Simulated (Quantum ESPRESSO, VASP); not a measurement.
This is a calculation of InP for VASP 6.6.1. 

INCAR

```
SYSTEM = InP
PREC     = Accurate       ! precision mode
ENCUT    = 520            ! plane-wave cutoff, eV
EDIFF    = 1E-7           ! SCF threshold, eV
ISMEAR   = -1             ! smearing method
SIGMA    = 0.05           ! smearing width, eV
LREAL    = .False.        ! projectors in reciprocal space
LASPH    = .True.         ! aspherical terms in the spheres
NELM     = 100            ! most SCF steps
ALGO     = Normal         ! electronic algorithm
ISIF     = 2              ! what is computed and relaxed
LWAVE    = .False.        ! write WAVECAR
LCHARG   = .False.        ! write CHGCAR
GGA      = PS             ! functional
NBANDS   = 16             ! bands
```

KPOINTS

```
Automatic mesh
0
Gamma
  8 8 8
  0 0 0
```

File POSCAR:

```
InP
1.0
    0.0000000000      2.9305000000      2.9305000000
    2.9305000000      0.0000000000      2.9305000000
    2.9305000000      2.9305000000      0.0000000000
In P
1 1
Direct
    0.0000000000      0.0000000000      0.0000000000
    0.7500000000      0.7500000000      0.7500000000
```

Potentials or basis: VASP PAW PBE potentials, release 64 (In_d, P).

Command:

```sh
$ cat potpaw_PBE.64/In_d/POTCAR potpaw_PBE.64/P/POTCAR > POTCAR
$ mpirun -np 1 vasp_std > vasp.out
```

Q: Translate it to Quantum ESPRESSO 7.5. Potentials or basis there: GBRV 1.5 PBEsol, cutoff 762 eV.

A: As run (cutoffs and basis follow the program's own potentials, and thresholds, step limits or extra output files can differ):

File pw.in:

```
&CONTROL
  calculation = 'scf'
  prefix = 'pwscf'
  outdir = './tmp'
  pseudo_dir = './pseudo'
  tprnfor = .true.
  tstress = .true.
  disk_io = 'low'
/
&SYSTEM
  ibrav = 0
  nat = 2
  ntyp = 2
  ecutwfc = 56
  ecutrho = 448
  nbnd = 15
  occupations = 'smearing'
  smearing = 'fd'
  degauss = 0.00367493
/
&ELECTRONS
  conv_thr = 4d-10
  electron_maxstep = 120
  mixing_beta = 0.5
/
ATOMIC_SPECIES
In   114.8180 in_pbesol_v1.4.uspp.F.UPF
P     30.9738 p_pbesol_v1.5.uspp.F.UPF
CELL_PARAMETERS angstrom
   0.0000000000    2.9305000000    2.9305000000
   2.9305000000    0.0000000000    2.9305000000
   2.9305000000    2.9305000000    0.0000000000
ATOMIC_POSITIONS crystal
In     0.0000000000    0.0000000000    0.0000000000
P      0.7500000000    0.7500000000    0.7500000000
K_POINTS automatic
8 8 8 0 0 0
```

Contents of pp_density.in:

```
&INPUTPP
  prefix = 'pwscf'
  outdir = './tmp'
  filplot = 'density.dat'
  plot_num = 0
/
&PLOT
  nfile = 1
  filepp(1) = 'density.dat'
  iflag = 3
  output_format = 6
  fileout = 'density.cube'
/
```

Contents of pp_potential.in:

```
&INPUTPP
  prefix = 'pwscf'
  outdir = './tmp'
  filplot = 'potential.dat'
  plot_num = 11
/
&PLOT
  nfile = 1
  filepp(1) = 'potential.dat'
  iflag = 3
  output_format = 6
  fileout = 'potential.cube'
/
```

Potentials or basis: GBRV 1.5 PBEsol.

Launch:

```bash
$ OMP_NUM_THREADS=1 mpirun -n 2 pw.x -nk 2 -in pw.in > pw.out
$ OMP_NUM_THREADS=1 mpirun -n 1 pp.x -in pp_density.in > pp_density.out
$ OMP_NUM_THREADS=1 mpirun -n 1 pp.x -in pp_potential.in > pp_potential.out
```

Both were run:

|  | VASP | Quantum ESPRESSO |
| --- | --- | --- |
| Pressure | 0.6 GPa | 0.4 GPa |

VASP's potentials were made for PBE.

Pressure is positive in compression.
